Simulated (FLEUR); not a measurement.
**CaO under changes of volume**

One of the cells (13.886 Å³/atom); the others are scaled copies at fixed shape and fractional positions:

```xyz
2
Lattice="0.0000 2.4036 2.4036 2.4036 0.0000 2.4036 2.4036 2.4036 0.0000" Properties=species:S:1:pos:R:3 pbc="T T T"
Ca    0.0000    0.0000    0.0000
O     2.4036    2.4036    2.4036
```

The cell is a database's computed one.

| Item | Value |
| --- | --- |
| Program | FLEUR MaX-R8.1 (later development tree) |
| Functional | Wu-Cohen GGA |
| Potentials or basis | all-electron |
| Basis | FLAPW |
| Kmax | 4.24 1/bohr |
| k mesh | 10 × 10 × 10 |
| Occupations | fermi-dirac, width 0.05 eV |
| Spin | no spin polarisation |

| volume (Å³/atom) | energy over the lowest point (meV/atom) | gap on the mesh (eV) |
| --- | --- | --- |
| 13.052 | ? | ? |
| 13.330 | 0.00 | 3.54 |
| 13.886 | 2.10 | 3.56 |
| 14.441 | 18.75 | 3.57 |
| 14.719 | 31.39 | 3.58 |

Question: What does the run at 13.052 Å³/atom give?

Answer: Energy over the lowest point 5.29 meV/atom; gap on the mesh 3.53 eV.

Worked out: A Birch-Murnaghan fit of order 2 (a polynomial in V^(-2/3)) to the other rows has its minimum at 13.53 Å³/atom with B0 = V·E''(V) = 114 GPa. It gives 5.27 meV/atom at 13.052 Å³/atom, against the run's 5.29. A straight line through the other rows of the gap, of slope 0.385 eV per unit of ln V, extrapolates to 3.53 eV, against the run's 3.53.

Energies are extrapolated to zero smearing.

A mesh can miss the band edges.
